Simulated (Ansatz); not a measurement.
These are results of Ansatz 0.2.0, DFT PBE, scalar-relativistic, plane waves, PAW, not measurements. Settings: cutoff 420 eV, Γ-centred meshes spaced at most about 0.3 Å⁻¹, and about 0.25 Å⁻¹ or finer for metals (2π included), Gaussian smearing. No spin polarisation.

All energies are static (0 K, no zero-point motion).

**Question.** Order these relaxed structures of Bi₂Te₃ by energy, lowest first, with the energy over the lowest of them.
A.

```
Bi Te
1.0
     7.06027    0.00000    0.00000
    -3.53014    6.11438    0.00000
     0.00000    0.00000    4.42487
Bi Te
2 3
Cartesian
  0.0000 0.0000 0.0000
  0.0000 4.0763 2.2124
  5.1416 1.1077 2.2124
  3.5301 3.8989 2.2124
  1.9187 1.1077 2.2124
```

B.

```
Bi Te
1.0
     2.22327    1.28361   10.72289
    -2.22327    1.28361   10.72289
     0.00000   -2.56722   10.72289
Bi Te
2 3
Direct
  0.39721 0.39721 0.39721
  0.60279 0.60279 0.60279
  0.00000 0.00000 0.00000
  0.21603 0.21603 0.21603
  0.78397 0.78397 0.78397
```

C.

```
Bi Te
1.0
    -2.15219    2.15219    8.76474
     2.15219   -2.15219    8.76474
     2.15219    2.15219   -8.76474
Bi Te
2 3
Cartesian
  0.0000 0.0000 2.1874
  0.0000 0.0000 15.3420
  0.0000 0.0000 5.5642
  0.0000 0.0000 11.9653
  0.0000 0.0000 8.7647
```

**Answer.** B (0 meV/atom), C (328 meV/atom), A (486 meV/atom). Forms: B tetradymite type, R-3m; C I4/mmm; A P-6m2. Counting Te atoms around Bi (those within 1.25 times the shortest such distance or 1.15 times the sum of covalent radii, 1.27 where that leaves under three; a plus sign parts nearer from farther groups; the shortest distance is added where it exceeds 1.18 times the sum of covalent radii; a slash parts the counts of unlike sites): B has Bi 6; C has Bi 5+4; A has Bi 6/6 from 3.5 Å. Origin: A and C, invented; B, reached from a cell as deposited in COD, among other starts.

Weakly bound directions are ill-defined at this level, which has no dispersion term (R-3m), and this can change margins and order among such cells. These runs have no spin–orbit coupling, which can matter for Bi and Te. Cells relaxed within their symmetry can be saddle points. Some candidate types were left out of the draw beforehand, so a known form may be missing.
